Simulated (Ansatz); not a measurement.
A run of Ansatz 0.2.0 is set up as follows.

input.yaml

```yaml
crystal:
  lattice:
    - [0.0, 2.365, 2.365]
    - [2.365, 0.0, 2.365]
    - [2.365, 2.365, 0.0]
  atoms:
    - { symbol: Zr, position: [0.5, 0.5, 0.5] }
    - { symbol: C, position: [0.0, 0.0, 0.0] }
hamiltonian:
  xc: lda
  pseudopotentials: { kind: paw }
  hubbard: { sites: [{ species: Zr, l: d, u_eff: 8.0 }] }
kpoints:
  mp_grid: { grid: [10, 10, 10] }
scf:
  occupations: { method: fermi_dirac, width: 0.05 }
  n_extra_bands: 6
output:
  forces: true
  stress: true
  eigenvalues: true
  dos: { projected: true, de: 0.05, nscf_kmesh: { grid: [15, 15, 15] } }
```

Potentials or basis: Ansatz PAW.

Command:

```bash
$ ansatz run input.yaml --threads 2 --pin off --max-ram 5632MiB --backend cpu --events-out ev --progress --plain --runs-dir out
```

**Question.** Predict the pressure.

**Answer.** 1.2 GPa.

**Question.** What does it give for the band gap on the k mesh?

**Answer.** None (metal or under the smearing width).

**Question.** Predict the density of states at the Fermi level.

**Answer.** 0.14 states/eV per cell.

States per cell in windows of 1 eV (zero at the Fermi level; states under -8 eV left out):
```
from (eV)  total  Zr 4d  C 2p  C 2s  Zr 5s  Zr 4p  Zr 4s
     -8.0   0.00   0.00  0.00  0.00   0.00   0.00   0.00
     -7.0   0.00   0.00  0.00  0.00   0.00   0.00   0.00
     -6.0   0.05   0.01  0.02  0.00   0.01   0.00   0.00
     -5.0   0.86   0.25  0.46  0.02   0.10   0.01   0.02
     -4.0   1.03   0.29  0.61  0.02   0.07   0.02   0.01
     -3.0   2.63   0.95  1.55  0.04   0.01   0.05   0.00
     -2.0   1.12   0.39  0.68  0.01   0.00   0.02   0.00
     -1.0   0.32   0.09  0.22  0.00   0.00   0.00   0.00
      0.0   0.19   0.13  0.06  0.00   0.00   0.00   0.00
      1.0   0.42   0.32  0.08  0.00   0.00   0.00   0.00
      2.0   0.81   0.66  0.11  0.01   0.01   0.00   0.00
      3.0   1.21   0.99  0.13  0.03   0.02   0.00   0.00
      4.0   1.82   1.48  0.19  0.05   0.03   0.00   0.00
      5.0   2.34   1.81  0.31  0.08   0.08   0.00   0.00
      6.0   1.95   1.16  0.28  0.22   0.08   0.00   0.00
      7.0   1.09   0.40  0.24  0.13   0.08   0.00   0.00
```

Caveat: U without spin polarisation on a metal has little footing; the PAW data sets come from PBE, with cores solved anew for the run's functional, which leaves a small shift of forces and pressure; the U is typed as a test and isn't derived for this compound; the density of states is complete only up to the lowest level of the last band computed.
